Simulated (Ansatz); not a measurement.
# SiC: the cost of one run

Method: DFT PBEsol, all-electron LAPW, scalar-relativistic unless said, in Ansatz 0.2.0.

### 1 Starting point

The structure is hexagonal, space group P6_3mc (No. 186). The conventional cell has a = 3.076 Å, b = 3.076 Å, c = 5.048 Å, α = 90.00°, β = 90.00°, γ = 120.00°. Si (site symmetry 3m) is surrounded by 4 C at 1.88 to 1.90 Å. Around C (site symmetry 3m) lie 4 Si at 1.88 to 1.90 Å.

As a file:

```
Si C
1.0
     3.07577    0.00000    0.00000
    -1.53789    2.66370    0.00000
     0.00000    0.00000    5.04753
Si C
2 2
Direct
  0.33333 0.66667 0.00459
  0.66667 0.33333 0.50459
  0.33333 0.66667 0.38041
  0.66667 0.33333 0.88041
```

Cartesian axes are those of the input's lattice vectors. The structure goes back to a database entry.

### 2 Reference run, fine mesh, LAPW

The input, input.yaml:

```yaml
crystal:
  lattice:
    - [3.07577196038, 0.0, 0.0]
    - [-1.53788598019, 2.66369665394, 0.0]
    - [0.0, 0.0, 5.04753130943]
  atoms:
    - { symbol: Si, position: [0.333333333333, 0.666666666667, 0.004593115642] }
    - { symbol: Si, position: [0.666666666667, 0.333333333333, 0.504593115642] }
    - { symbol: C, position: [0.333333333333, 0.666666666667, 0.380406884358] }
    - { symbol: C, position: [0.666666666667, 0.333333333333, 0.880406884358] }
kpoints:
  mp_grid: { grid: [8, 8, 6] }
scf:
  occupations: { method: fixed }
hamiltonian:
  xc: pbesol
  pseudopotentials: { kind: all_electron, lapw: { basis_error: 0.001 } }
output:
  forces: true
  stress: true
  eigenvalues: true
  eigenstates:
    nscf_kmesh: { grid: [12, 12, 10] }
    de_dk: true
    e_range: [-9, 12.12398649963]
checkpoint:
  write: ck
  write_wavefunctions: false
```

Launch:

```console
ansatz run input.yaml --threads 1 --pin off --max-ram 3072MiB --backend cpu --events-out ev --progress --plain --runs-dir out
```

**Question.** How long does this run take on 1 thread of Arm Neoverse V1, shared host, and how much memory does it need?

About 55 s, with a peak of 0.33 GiB.
